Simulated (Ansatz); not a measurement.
# BN: the cost of one run

Method: DFT PBE, scalar-relativistic, plane waves, PAW, in Ansatz 0.2.0.

## 1. The system as given

The structure is triclinic, space group P1 (No. 1). The conventional cell has a = 2.508 Å, b = 2.508 Å, c = 3.274 Å, α = 101.11°, β = 101.11°, γ = 119.81°. Around B (site symmetry 1) lie 3 N at 1.40 to 1.52 Å. N (site symmetry 1) is surrounded by 3 B at 1.40 to 1.52 Å.

As a file:

```
CELL_PARAMETERS angstrom
-3.75475 2.17623 6.04508
3.75475 -2.17623 6.04508
3.78399 6.52869 0.00000
ATOMIC_POSITIONS crystal
B 0.00142 0.99949 0.32689
B 0.50142 0.99949 0.32689
B 0.00142 0.49949 0.32689
B 0.00142 0.99949 0.66022
B 0.25142 0.24949 0.49356
B 0.50142 0.49949 0.32689
B 0.50142 0.99949 0.66022
B 0.75142 0.24949 0.49356
B 0.00142 0.49949 0.66022
B 0.25142 0.74949 0.49356
B 0.00142 0.99949 0.99356
B 0.25141 0.24949 0.82689
B 0.50142 0.49949 0.66022
B 0.75142 0.74949 0.49356
B 0.50142 0.99949 0.99356
B 0.75142 0.24949 0.82689
B 0.00142 0.49949 0.99356
B 0.25142 0.74949 0.82689
B 0.25141 0.24949 0.16022
B 0.50142 0.49949 0.99356
B 0.75142 0.74949 0.82689
B 0.75142 0.24949 0.16022
B 0.25142 0.74949 0.16022
B 0.75142 0.74949 0.16022
N 0.16222 0.33028 0.00265
N 0.66222 0.33028 0.00265
N 0.16222 0.83028 0.00265
N 0.16222 0.33028 0.33598
N 0.41222 0.58028 0.16931
N 0.66222 0.83028 0.00265
N 0.66222 0.33028 0.33598
N 0.91222 0.58028 0.16931
N 0.16222 0.83028 0.33598
N 0.41222 0.08028 0.16931
N 0.16222 0.33028 0.66931
N 0.41222 0.58028 0.50265
N 0.66222 0.83028 0.33598
N 0.91222 0.08028 0.16931
N 0.66222 0.33028 0.66931
N 0.91222 0.58028 0.50265
N 0.16222 0.83028 0.66931
N 0.41222 0.08028 0.50265
N 0.41222 0.58028 0.83598
N 0.66222 0.83028 0.66931
N 0.91222 0.08028 0.50265
N 0.91222 0.58028 0.83598
N 0.41222 0.08028 0.83598
N 0.91222 0.08028 0.83598
```

The runs take a perfect supercell of 48 atoms; the defect goes to fractional position (0.162, 0.330, 0.003).

## 2. The perfect supercell

Contents of input.yaml:

```yaml
crystal:
  lattice:
    - [-3.754752, 2.176231, 6.04508]
    - [3.754752, -2.176231, 6.04508]
    - [3.78399, 6.528693, 0.0]
  atoms:
    - { symbol: B, position: [0.001415, 0.999488, 0.326889] }
    - { symbol: B, position: [0.501416, 0.999488, 0.326889] }
    - { symbol: B, position: [0.001415, 0.499488, 0.326889] }
    - { symbol: B, position: [0.001416, 0.999488, 0.660223] }
    - { symbol: B, position: [0.251416, 0.249487, 0.493556] }
    - { symbol: B, position: [0.501416, 0.499488, 0.326889] }
    - { symbol: B, position: [0.501416, 0.999488, 0.660223] }
    - { symbol: B, position: [0.751416, 0.249488, 0.493556] }
    - { symbol: B, position: [0.001415, 0.499488, 0.660223] }
    - { symbol: B, position: [0.251416, 0.749488, 0.493556] }
    - { symbol: B, position: [0.001415, 0.999488, 0.993556] }
    - { symbol: B, position: [0.251415, 0.249488, 0.826889] }
    - { symbol: B, position: [0.501416, 0.499488, 0.660223] }
    - { symbol: B, position: [0.751416, 0.749488, 0.493556] }
    - { symbol: B, position: [0.501416, 0.999488, 0.993556] }
    - { symbol: B, position: [0.751416, 0.249488, 0.826889] }
    - { symbol: B, position: [0.001415, 0.499488, 0.993556] }
    - { symbol: B, position: [0.251416, 0.749488, 0.826889] }
    - { symbol: B, position: [0.251415, 0.249488, 0.160223] }
    - { symbol: B, position: [0.501416, 0.499488, 0.993556] }
    - { symbol: B, position: [0.751416, 0.749488, 0.826889] }
    - { symbol: B, position: [0.751416, 0.249488, 0.160223] }
    - { symbol: B, position: [0.251416, 0.749488, 0.160223] }
    - { symbol: B, position: [0.751416, 0.749488, 0.160223] }
    - { symbol: "N", position: [0.162219, 0.33028, 0.002649] }
    - { symbol: "N", position: [0.66222, 0.33028, 0.002649] }
    - { symbol: "N", position: [0.162219, 0.83028, 0.002649] }
    - { symbol: "N", position: [0.162219, 0.33028, 0.335982] }
    - { symbol: "N", position: [0.412219, 0.58028, 0.169315] }
    - { symbol: "N", position: [0.66222, 0.83028, 0.002649] }
    - { symbol: "N", position: [0.66222, 0.33028, 0.335982] }
    - { symbol: "N", position: [0.91222, 0.58028, 0.169315] }
    - { symbol: "N", position: [0.16222, 0.83028, 0.335982] }
    - { symbol: "N", position: [0.41222, 0.08028, 0.169315] }
    - { symbol: "N", position: [0.16222, 0.33028, 0.669315] }
    - { symbol: "N", position: [0.41222, 0.58028, 0.502649] }
    - { symbol: "N", position: [0.66222, 0.83028, 0.335982] }
    - { symbol: "N", position: [0.91222, 0.08028, 0.169315] }
    - { symbol: "N", position: [0.66222, 0.33028, 0.669315] }
    - { symbol: "N", position: [0.91222, 0.58028, 0.502649] }
    - { symbol: "N", position: [0.16222, 0.83028, 0.669315] }
    - { symbol: "N", position: [0.41222, 0.08028, 0.502649] }
    - { symbol: "N", position: [0.41222, 0.58028, 0.835982] }
    - { symbol: "N", position: [0.66222, 0.83028, 0.669315] }
    - { symbol: "N", position: [0.91222, 0.08028, 0.502649] }
    - { symbol: "N", position: [0.91222, 0.58028, 0.835982] }
    - { symbol: "N", position: [0.41222, 0.08028, 0.835982] }
    - { symbol: "N", position: [0.91222, 0.08028, 0.835982] }
basis:
  ecutwfc: 420
  fft_grid_basis: typed
kpoints:
  mp_grid: { grid: [2, 2, 2] }
hamiltonian:
  xc: pbe
  pseudopotentials: { kind: paw }
scf:
  occupations: { method: gaussian, width: 0.05 }
output:
  forces: true
  stress: false
  eigenvalues: true
  bader: false
  write_density: true
  volumetric_format: npy
```

Launch:

```
ansatz run input.yaml --threads 4 --pin off --max-ram 10240MiB --backend cpu --events-out ev --progress --plain --runs-dir out
```

What time and memory should one allow on 4 threads of AMD EPYC 7R13 (Zen 3), shared host?

About 4.6 s, with a peak of 1.6 GiB.
